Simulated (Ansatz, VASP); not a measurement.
## Ru: VASP beside Ansatz

```
CELL_PARAMETERS angstrom
-1.55328 1.55328 1.55328
1.55328 -1.55328 1.55328
1.55328 1.55328 -1.55328
ATOMIC_POSITIONS crystal
Ru 0.00000 0.00000 0.00000
```

Alike in both runs: task single point; functional revPBE; k mesh 16 × 16 × 16; occupations fermi-dirac, width 0.1 eV; no spin polarisation.

|  | VASP | Ansatz |
| --- | --- | --- |
| version | VASP 6.6.1 | Ansatz 0.2.0 |
| potentials or method | VASP PAW PBE potentials, release 64 (Ru_pv) | plane waves (420 eV) with PAW, scalar-relativistic |
| plane-wave cutoff (eV) | 520 | 420 |
| valence electrons in the cell | 14 | 16 |

|  | VASP | Ansatz | Ansatz less VASP |
| --- | --- | --- | --- |
| pressure (GPa) | -9.4 | -9.4 | 0.00 |

The two sets of potentials don't hold the same shells in valence.

Caveats: the PAW data sets were made with another functional, which shifts forces and pressure a little (VASP).
